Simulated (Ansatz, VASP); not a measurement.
Two plane-wave programs on Sb

The input INCAR:

```
SYSTEM = Sb
PREC = Accurate ; ENCUT = 520
EDIFF = 1E-6 ; ISMEAR = 0
SIGMA = 0.15 ; LREAL = .False.
LASPH = .True. ; NELM = 80
ALGO = Normal ; ISIF = 2
LWAVE = .False. ; LCHARG = .True.
GGA = PS ; LELF = .True.
LVHAR = .True. ; NBANDS = 8
```

File KPOINTS:

```
regular mesh
0
Gamma
  16 16 16
  0 0 0
```

The input POSCAR:

```
Sb
1.0
    3.1600000000      0.0000000000      0.0000000000
    0.0000000000      3.6340000000      0.0000000000
    0.0000000000      0.0000000000      3.1600000000
Sb
1
Direct
    0.0000000000      0.0000000000      0.0000000000
```

Input for Ansatz:

```yaml
crystal:
  lattice:
    - [3.16, 0.0, 0.0]
    - [0.0, 3.634, 0.0]
    - [0.0, 0.0, 3.16]
  atoms:
    - { symbol: Sb, position: [0.0, 0.0, 0.0] }
basis:
  ecutwfc: 420
kpoints:
  mp_grid: { grid: [16, 16, 16] }
hamiltonian:
  xc: pbesol
scf:
  occupations: { method: gaussian, width: 0.15 }
output:
  forces: true
  stress: true
  eigenvalues: true
```

Change from the starting cell: strain +0.1500 x Voigt [0, 1, 0, 0, 0, 0], atoms carried along.

Alike in both runs: task single point; functional PBEsol; k mesh 16 × 16 × 16; occupations gaussian, width 0.15 eV; no spin polarisation.

```csv
,VASP,Ansatz
version,VASP 6.6.1,Ansatz 0.2.0
potentials or method,"VASP PAW PBE potentials, release 64 (Sb)","scalar-relativistic, plane waves, PAW"
plane-wave cutoff (eV),520,420
valence electrons in the cell,5,15
```

|  | VASP | Ansatz | Ansatz less VASP |
| --- | --- | --- | --- |
| gap on the k mesh at the Fermi level (eV) | none | none | - |
| pressure (GPa) | -7.4 | -7.4 | 0.00 |
| largest component of the traceless stress (GPa) | 2.95 | 2.95 | -0.005 |

A gap of «none» marks a metal or a gap that the smearing closes. The two sets of potentials don't hold the same shells in valence.

Caveats: the PAW data sets were made with another functional, which shifts forces and pressure a little (VASP). The runs have no spin-orbit coupling, so splittings on Sb are missing.
